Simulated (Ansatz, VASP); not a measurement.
# Ru: VASP beside Ansatz

The input INCAR:

```
PREC     = Accurate       # precision mode
ENCUT    = 520            # plane-wave cutoff, eV
EDIFF    = 1E-6           # SCF threshold, eV
ISMEAR   = 0              # smearing method
SIGMA    = 0.15           # smearing width, eV
LREAL    = F              # projectors in reciprocal space
LASPH    = T              # aspherical terms in the spheres
NELM     = 100            # most SCF steps
ALGO     = Normal         # electronic algorithm
ISIF     = 2              # what is computed and relaxed
LWAVE    = F              # write WAVECAR
LCHARG   = F              # write CHGCAR
GGA      = PE             # functional
NBANDS   = 13             # bands
```

File KPOINTS:

```
regular mesh
0
Gamma
  20 20 20
```

The input POSCAR:

```
Ru
1.0
    0.0666779414      1.9146094595      1.9146094595
    1.9146094595      0.0666779414      1.9146094595
    1.9146094595      1.9146094595      0.0666779414
Ru
1
Direct
    0.0000000000      0.0000000000      0.0000000000
```

Input for Ansatz:

```yaml
crystal:
  lattice:
    - [0.0666779414, 1.9146094595, 1.9146094595]
    - [1.9146094595, 0.0666779414, 1.9146094595]
    - [1.9146094595, 1.9146094595, 0.0666779414]
  atoms:
    - { symbol: Ru, position: [0.0, 0.0, 0.0] }
basis:
  ecutwfc: 420
kpoints:
  mp_grid: { grid: [20, 20, 20] }
hamiltonian:
  xc: pbe
scf:
  occupations: { method: gaussian, width: 0.15 }
output:
  forces: true
  stress: true
  eigenvalues: true
```

Change from the starting cell: equal engineering shear yz, xz and xy +0.0350, equal normal strain along x, y and z -0.0125.

Alike in both runs: task single point; functional PBE; k mesh 20 × 20 × 20; occupations gaussian, width 0.15 eV; no spin polarisation.

```csv
,VASP,Ansatz
version,VASP 6.6.1,Ansatz 0.2.0
potentials or method,"VASP PAW PBE potentials, release 64 (Ru_pv)","scalar-relativistic, plane waves, PAW"
plane-wave cutoff (eV),520,420
valence electrons in the cell,14,16
```

Ansatz gave:

```
gap on the k mesh at the Fermi level (eV)       : none
pressure (GPa)                                  : 14.5
largest component of the traceless stress (GPa) : 9.58
```

Question: Estimate VASP's values.

Answer: gap on the k mesh at the Fermi level (eV): none; pressure (GPa): 14.4; largest component of the traceless stress (GPa): 9.57.

A gap of «none» marks a metal or a gap that the smearing closes. The two sets of potentials don't hold the same shells in valence.
